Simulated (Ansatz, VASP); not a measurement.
HfO2: VASP beside Ansatz

```xyz
3
Lattice="-0.1971 2.4049 2.4049 2.4049 -0.1971 2.4049 2.4049 2.4049 -0.1971" Properties=species:S:1:pos:R:3 pbc="T T T"
Hf    0.0000    0.0000    0.0000
O     1.1532    1.1532    1.1532
O     3.4596    3.4596    3.4596
```

Alike in both runs: task single point; functional PBEsol; k mesh 8 × 8 × 8; occupations gaussian, width 0.05 eV; no spin polarisation.

```csv
,VASP,Ansatz
version,VASP 6.6.1,Ansatz 0.2.0
potentials or method,"VASP PAW PBE potentials, release 64 (Hf_pv, O)","scalar-relativistic, plane waves, PAW"
plane-wave cutoff (eV),520,520
valence electrons in the cell,22,38
```

Ansatz gave:

* gap on the k mesh at the Fermi level (eV): 3.90
* least direct gap on the mesh (eV): 3.90
* pressure (GPa): 13.4
* largest component of the traceless stress (GPa): 13.73
* rms of the force components (eV/Å): 0.945

Question: Estimate VASP's values.

Answer: gap on the k mesh at the Fermi level (eV): 3.94; least direct gap on the mesh (eV): 3.94; pressure (GPa): 9.5; largest component of the traceless stress (GPa): 13.52; rms of the force components (eV/Å): 0.915.

Atom by atom the forces differ by 0.030 eV/Å (rms over components). With one functional, cell and mesh, what is left measures potentials, basis and numerics. The two sets of potentials don't hold the same shells in valence. Ansatz warned: «pseudo_functional_mismatch».

Caveats: the PAW data sets were made with another functional, which shifts forces and pressure a little (VASP); spin-orbit coupling is left out, which moves the levels of the heavy elements. A k mesh can miss the band edges.
